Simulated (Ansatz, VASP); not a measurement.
Ni in VASP and in Ansatz

```
CELL_PARAMETERS angstrom
0.00000 1.73757 1.73757
1.73757 0.00000 1.73757
1.73757 1.73757 0.00000
ATOMIC_POSITIONS crystal
Ni 0.00000 0.00000 0.00000
```

Alike in both runs: task relaxation of cell and atoms; functional RPBE; dispersion D3(BJ); k mesh 13 × 13 × 13; occupations fermi-dirac, width 0.05 eV; collinear spin, ferromagnetic start.

|  | VASP | Ansatz |
| --- | --- | --- |
| version | VASP 6.6.1 | Ansatz 0.2.0 |
| potentials or method | VASP PAW PBE potentials, release 64 (Ni) | Ansatz PAW |
| plane-wave cutoff (eV) | 600 | 420 |
| valence electrons in the cell | 10 | 18 |

Ansatz gave:

- net moment per atom (μB): 0.62
- size of the moment on the site where the two differ most (μB): 0.66
- relaxed volume (Å³/atom): 9.58
- relaxed cell length with the largest relative difference (Å): 2.384
- energy change over the relaxation (meV/atom): -65

Q: Which values does VASP return?

A: net moment per atom (μB): 0.62; size of the moment on the site where the two differ most (μB): 0.62; relaxed volume (Å³/atom): 9.57; relaxed cell length with the largest relative difference (Å): 2.383; energy change over the relaxation (meV/atom): -66.

Site moments also hang on the region over which each program counts them. The two sets of potentials don't hold the same shells in valence.

Caveats: the PAW data sets were made with another functional, which shifts forces and pressure a little (VASP); pairwise dispersion overbinds metals, which lowers pressure and volume (VASP); the plane-wave basis is chosen anew once the cell has moved, so the energies of steps on either side of that aren't comparable (Ansatz); the PAW data sets come from PBE, with cores solved anew for the run's functional, which leaves a small shift of forces and pressure (Ansatz).
